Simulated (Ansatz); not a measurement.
# Indium, fcc: HSE06 after PBE

Aim: see what exact exchange does to the levels, and what it costs. Spin polarisation is left out. The cell comes from an earlier PBE relaxation. Exact exchange is dear, so the k-mesh is coarse, and PBE is run on the same mesh for comparison.

Method: DFT, plane waves (420 eV) with PBE-made PAW files, scalar-relativistic; functionals as named at each step, in Ansatz 0.2.0.

## 1. The structure to begin with

The structure is cubic, space group Fm-3m (No. 225). Conventional cell: a = 4.789 Å, b = 4.789 Å, c = 4.789 Å, α = 90.00°, β = 90.00°, γ = 90.00°. Around In (site symmetry m-3m) lie 12 In at 3.39 Å.

As a file:

```cif
data_structure
_symmetry_space_group_name_H-M 'P 1'
_symmetry_Int_Tables_number 1
_cell_length_a 3.3860
_cell_length_b 3.3860
_cell_length_c 3.3860
_cell_angle_alpha 60.000
_cell_angle_beta 60.000
_cell_angle_gamma 60.000
_cell_volume 27.45
loop_
_atom_site_label
_atom_site_type_symbol
_atom_site_fract_x
_atom_site_fract_y
_atom_site_fract_z
_atom_site_occupancy
In1 In 0.00000 0.00000 0.00000 1
```

## 2. PBE on the coarse mesh

The run with PBE.

Input file input.yaml:

```yaml
crystal:
  lattice:
    - [0.0, 2.3942798646, 2.3942798646]
    - [2.3942798646, 0.0, 2.3942798646]
    - [2.3942798646, 2.3942798646, 0.0]
  atoms:
    - { symbol: In, position: [0.0, 0.0, 0.0] }
hamiltonian:
  xc: pbe
  pseudopotentials:
    kind: paw
    azcp:
      In: "pseudopotentials/In.paw.azcp"
basis:
  ecutwfc: 420
  fft_grid_basis: typed
kpoints:
  mp_grid: { grid: [6, 6, 6], shift: [0, 0, 0] }
magnetization:
  spin_polarized: false
scf:
  occupations: { method: fermi_dirac, width: 0.1 }
output:
  write_density: true
  write_potential: true
  elf: true
  volumetric_format: npy
```

Command:

```
ansatz run input.yaml --threads 4 --pin off --max-ram 8192MiB --backend cpu --events-out ev --progress --plain --runs-dir out
```

## 3. HSE06 on the coarse mesh

The run with HSE06.

Edit input.yaml of step 2 so:

```diff
@@ -8,3 +8,3 @@
 hamiltonian:
-  xc: pbe
+  xc: hse06
   pseudopotentials:
@@ -22,6 +22 @@
   occupations: { method: fermi_dirac, width: 0.1 }
-output:
-  write_density: true
-  write_potential: true
-  elf: true
-  volumetric_format: npy
```

(Steps that only read results are left out.)

**Question.** What will these runs give? Wanted: PBE: gap; HSE06: gap; HSE06: relative to body-centred tetragonal.

The runs gave:

```
                                  quantity                         value
                                  PBE: gap  none (levels filled in part)
                                HSE06: gap  none (levels filled in part)
         HSE06: SCF cycles, exchange loops                         13, 2
          HSE06: CPU time over that of PBE                            15
HSE06: relative to body-centred tetragonal                  -10 meV/atom
```

What this shows: Neither PBE nor HSE06 shows a clean gap on this mesh. HSE06 cost 15 times the CPU time of PBE. HSE06 needed 2 outer loops of the exchange operator. The dense-mesh value adds +21.5 meV/atom, the change that PBE shows between the coarse mesh and its own dense run (not shown). Under HSE06 it lies 10 meV/atom below body-centred tetragonal (computed apart in the same way); on such meshes a few tens of meV are uncertain for metals. The total energies in the logs cannot be compared from one functional to another.
